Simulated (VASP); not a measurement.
# MnO2 (P-3m1) in VASP: notebook, part 3 of 3

VASP 6.6.1.

## (6) Single point, r2SCAN, collinear spin, ferromagnetic start

INCAR reads:

```
SYSTEM = MnO2
PREC = Accurate ; ENCUT = 400
EDIFF = 1E-6 ; ISMEAR = 0
SIGMA = 0.05 ; LREAL = .FALSE.
LASPH = .TRUE. ; NELM = 100
ALGO = Normal ; ISIF = 2
LWAVE = .FALSE. ; LCHARG = .FALSE.
ISPIN = 2 ; MAGMOM = 4 0 0
LORBIT = 11 ; LMAXMIX = 4
METAGGA = R2SCAN ; LMIXTAU = .TRUE.
ADDGRID = .FALSE.
```

KPOINTS reads:

```
Automatic mesh
0
G
  11 11 6
  0 0 0
```

POSCAR reads:

```
MnO2
1.0
    2.8565781804      0.0000000000      0.0000000000
   -1.4282890902      2.4738692722      0.0000000000
    0.0000000000      0.0000000000      4.6013740589
Mn O
1 2
Direct
    0.0000000000      0.0000000000      0.5000000000
    0.3333333333      0.6666666667      0.7062925700
    0.6666666667      0.3333333333      0.2937074300
```

Potentials or basis: VASP PAW PBE potentials, release 64 (Mn_pv, O).

On the command line:

```console
$ cat potpaw_PBE.64/Mn_pv/POTCAR potpaw_PBE.64/O/POTCAR > POTCAR
$ mpirun -np 1 vasp_std > vasp.out
```

OUTCAR:

```text
SYSTEM = MnO2
   PREC = Accurate
   ENCUT = 400
   EDIFF = 1E-6
   ISMEAR = 0
   LREAL = .FALSE.
   LASPH = .TRUE.
   NELM = 100
   ISIF = 2
   ISPIN = 2
   LORBIT = 11
   METAGGA = R2SCAN

 Found     84 irreducible k-points:

 Following reciprocal coordinates:
            Coordinates               Weight
  0.000000  0.000000  0.000000      1.000000
  0.090909  0.000000  0.000000      6.000000
  0.181818  0.000000  0.000000      6.000000
  0.272727  0.000000  0.000000      6.000000
  0.363636  0.000000  0.000000      6.000000
  0.454545  0.000000  0.000000      6.000000
   k-points           NKPTS =     84   k-points in BZ     NKDIM =     84   number of bands    NBANDS=     18
[... 348 lines left out ...]
      direct lattice vectors                 reciprocal lattice vectors
     2.856578180  0.000000000  0.000000000     0.350069187  0.202112539  0.000000000
    -1.428289090  2.473869272  0.000000000     0.000000000  0.404225078  0.000000000
     0.000000000  0.000000000  4.601374059     0.000000000  0.000000000  0.217326387

 POSITION                                       TOTAL-FORCE (eV/Angst)
 -----------------------------------------------------------------------------------
      0.00000      0.00000      2.30069         0.000000      0.000000      0.000000
     -0.00000      1.64925      3.24992        -0.000000      0.000000     -0.011473
      1.42829      0.82462      1.35146         0.000000     -0.000000      0.011473
 -----------------------------------------------------------------------------------
    total drift:                                0.000000     -0.000000      0.000000

  FREE ENERGIE OF THE ION-ELECTRON SYSTEM (eV)
  ---------------------------------------------------
  free  energy   TOTEN  =       -32.5809810021 eV

  energy  without entropy=      -32.5809810021  energy(sigma->0) =      -32.58098100

 total charge

# of ion       s       p       d       tot
------------------------------------------
    1        0.383   6.468   4.860  11.710
    2        1.612   3.460   0.000   5.072
    3        1.612   3.460   0.000   5.072
--------------------------------------------------
tot          3.606  13.387   4.860  21.853

 magnetization (x)

# of ion       s       p       d       tot
------------------------------------------
    1        0.030   0.039   2.866   2.934
    2        0.004   0.003   0.000   0.007
    3        0.004   0.003   0.000   0.007
--------------------------------------------------
tot          0.038   0.045   2.866   2.948
```

OSZICAR:

```text
N       E                     dE             d eps       ncg     rms          rms(c)
DAV:   1     0.215246993605E+03    0.21525E+03   -0.13480E+04  6088   0.136E+03
DAV:   2    -0.314882730549E+02   -0.24674E+03   -0.23786E+03  6702   0.399E+02
DAV:   3    -0.463709910175E+02   -0.14883E+02   -0.14812E+02  6520   0.111E+02
DAV:   4    -0.465440682429E+02   -0.17308E+00   -0.17296E+00  6548   0.130E+01
DAV:   5    -0.465460958394E+02   -0.20276E-02   -0.20275E-02  6478   0.145E+00    0.319E+01
DAV:   6    -0.362718137654E+02    0.10274E+02   -0.79022E+01  6592   0.100E+02    0.290E+01
DAV:   7    -0.326978920070E+02    0.35739E+01   -0.48401E+01  6476   0.783E+01    0.135E+01
DAV:   8    -0.323049407807E+02    0.39295E+00   -0.29530E+00  6306   0.200E+01    0.520E+00
DAV:   9    -0.325122449230E+02   -0.20730E+00   -0.93705E-01  6338   0.937E+00    0.282E+00
DAV:  10    -0.325645290097E+02   -0.52284E-01   -0.10421E-01  6206   0.329E+00    0.102E+00
DAV:  11    -0.325797530781E+02   -0.15224E-01   -0.29230E-02  6584   0.166E+00    0.406E-01
DAV:  12    -0.325807420325E+02   -0.98895E-03   -0.25158E-03  6288   0.462E-01    0.169E-01
DAV:  13    -0.325808629933E+02   -0.12096E-03   -0.80706E-04  7684   0.349E-01    0.578E-02
DAV:  14    -0.325809503495E+02   -0.87356E-04   -0.15731E-04  6474   0.138E-01    0.324E-02
DAV:  15    -0.325809814291E+02   -0.31080E-04   -0.22646E-05  6140   0.477E-02    0.123E-02
DAV:  16    -0.325809810021E+02    0.42704E-06   -0.45945E-06  5872   0.257E-02
   1 F= -.32580981E+02 E0= -.32580981E+02  d E =-.120108E-22  mag=     3.0000
```

Wall time 2 min (1 thread of Intel Xeon 6975P-C (Granite Rapids), shared host); peak memory 0.18 GiB.

The run converged, but some of its settings lie outside the range that counts as converged, so its numbers aren't taken as properties of the crystal.

Results:

```yaml
Free_energy: -32.5810 eV
Largest_force: 0.011 eV/Å
Band_gap_on_the_k_mesh: 1.90 eV, indirect (least direct gap 1.99 eV)
Net_moment: 3.00 μB per cell
Site_moments: Mn +2.93; O +0.01 μB
Valence_electrons_inside_the_program's_atomic_spheres: Mn 11.71; O 5.07
```

Caveat: the cutoff is under 1.25 times the usual one of these potentials, so pressure, stress and relaxed cells hold a basis-set (Pulay) error; the PAW data sets were made with another functional, which shifts forces and pressure a little; an odd mesh through Γ misses points on the zone boundary, where band edges often lie; a cell with one magnetic atom can't hold antiferromagnetic order, which such compounds often take.

## (7) For comparison

An earlier run on the cell as given: functional PBE; potentials or basis VASP PAW PBE potentials, release 64 (Mn_pv, O); cutoff 520 eV; k mesh 11 × 11 × 6; occupations fermi-dirac, width 0.05 eV; collinear spin, ferromagnetic start; starting moments [4.0, 0.0, 0.0] μB.

- Pressure: 5.8 GPa
- Largest force: 0.310 eV/Å
- Band gap on the k mesh: 0.81 eV, indirect (least direct gap 0.87 eV)
- Net moment: 3.00 μB per cell
- Site moments: Mn +2.83; O +0.04 μB
- Valence electrons inside the program's atomic spheres: Mn 11.75; O 5.00
